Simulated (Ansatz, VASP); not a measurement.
## KF: VASP beside Ansatz

Contents of POSCAR:

```
KF
1.0
    3.6599347861      0.0000000000      0.0000000000
   -1.8299673931      3.1695965009      0.0000000000
    0.0000000000      0.0000000000      6.4788135034
K F
2 2
Direct
    0.0000000000      0.0000000000      0.0000000000
    0.0000000000      0.0000000000      0.5000000000
    0.3333333333      0.6666666667      0.2500000000
    0.6666666667      0.3333333333      0.7500000000
```

INCAR.step1

```
SYSTEM = KF
PREC = Accurate
ENCUT = 520
EDIFF = 1E-5
ISMEAR = 0
SIGMA = 0.01
LREAL = .False.
LASPH = .True.
NELM = 80
ALGO = Normal
ISIF = 2
LWAVE = .True.
GGA = PE
NBANDS = 24
```

The input INCAR.step2:

```
SYSTEM = KF
PREC = Accurate
ENCUT = 520
EDIFF = 1E-6
ISMEAR = 0
SIGMA = 0.01
LREAL = .False.
LASPH = .True.
NELM = 80
ALGO = Normal
ISIF = 2
LWAVE = .False.
LCHARG = .True.
GGA = PE
LHFCALC = .True.
HFSCREEN = 0.2079
PRECFOCK = Normal
LELF = .True.
LVHAR = .True.
ISTART = 1
NBANDS = 24
```

File KPOINTS:

```
Automatic mesh
0
Gamma
  6 6 2
  0 0 0
```

Input for Ansatz:

```yaml
crystal:
  lattice:
    - [3.6599347861, 0.0, 0.0]
    - [-1.8299673931, 3.1695965009, 0.0]
    - [0.0, 0.0, 6.4788135034]
  atoms:
    - { symbol: K, position: [0.0, 0.0, 0.0] }
    - { symbol: K, position: [0.0, 0.0, 0.5] }
    - { symbol: F, position: [0.3333333333, 0.6666666667, 0.25] }
    - { symbol: F, position: [0.6666666667, 0.3333333333, 0.75] }
kpoints:
  mp_grid: { grid: [6, 6, 2] }
hamiltonian:
  xc: hse06
scf:
  occupations: { method: fixed }
  n_extra_bands: 5
output:
  forces: true
  stress: true
  eigenvalues: true
```

The cell was built by a generator and needn't be a form met in nature.

Alike in both runs: task single point; functional HSE06; k mesh 6 × 6 × 2; no spin polarisation.

|  | VASP | Ansatz |
| --- | --- | --- |
| version | VASP 6.6.1 | Ansatz 0.2.0 |
| potentials or method | VASP PAW PBE potentials, release 64 (K_sv, F) | plane waves, PAW |
| plane-wave cutoff (eV) | 520 | 420 |
| occupations | gaussian, width 0.01 eV | fixed |
| valence electrons in the cell | 32 | 32 |

|  | VASP | Ansatz | Ansatz less VASP |
| --- | --- | --- | --- |
| gap on the k mesh at the Fermi level (eV) | 8.19 | 8.21 | +0.019 |
| pressure (GPa) | 1.2 | 1.1 | -0.12 |
| largest component of the traceless stress (GPa) | 0.06 | 0.02 | -0.037 |

Ansatz warned: «stress_exchange_threshold_loose».

Caveats: the k mesh is coarse (spacing up to 0.48 Å⁻¹), so the values aren't converged, least of all with exact exchange; the PAW data sets were made with another functional, which shifts forces and pressure a little (VASP).
